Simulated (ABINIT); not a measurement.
Crystal: Ge.

```xyz
4
Lattice="4.0504 0.0000 0.0000 -2.0252 3.5078 0.0000 0.0000 0.0000 10.9934" Properties=species:S:1:pos:R:3 pbc="T T T"
Ge    2.0252    1.1693    4.5606
Ge    0.0000    2.3385   10.0573
Ge    0.0000    0.0000    5.2488
Ge    0.0000    0.0000   10.7455
```

This isn't the form of Ge at room conditions, which is diamond.

* Program: ABINIT 10.8.3 (patched build)
* Task: single point
* Functional: PBE
* Potentials or basis: JTH PAW PBE v2.0
* Cutoff: 599 eV
* k mesh: 8 × 8 × 3
* Occupations: fermi-dirac, width 0.05 eV
* Spin: no spin polarisation

On this cell: pressure -0.5 GPa; largest force 0.019 eV/Å; band gap on the k mesh 0.68 eV, indirect (least direct gap 0.68 eV).

The same run follows on a disturbed copy (atoms moved at random, drawn with an rms of 0.05 Å):

```
Ge
1.0
     4.05040    0.00000    0.00000
    -2.02520    3.50775    0.00000
     0.00000    0.00000   10.99336
Ge
4
Cartesian
  2.0051 1.1877 4.5304
  0.0071 2.3301 10.0133
  0.0137 0.0231 5.2863
  0.0113 -0.0660 10.7686
```

Task: What changes?

Result: The energy moves by +10.9 meV/atom; pressure -0.9 GPa; largest force 0.616 eV/Å; band gap on the k mesh 0.34 eV, indirect (least direct gap 0.58 eV).

Forces in eV/Å, atoms in the order of the input:
```
Ge   0.342  0.058  0.287
Ge   0.052 -0.550  0.271
Ge  -0.340 -0.052 -0.288
Ge  -0.054  0.545 -0.270
```

Stress tensor (GPa, compression positive):
```
-0.40  0.19 -0.31
 0.19 -1.20  0.38
-0.31  0.38 -1.05
```

Caveats: an odd mesh through Γ misses points on the zone boundary, where band edges often lie; the atomic spheres overlap.
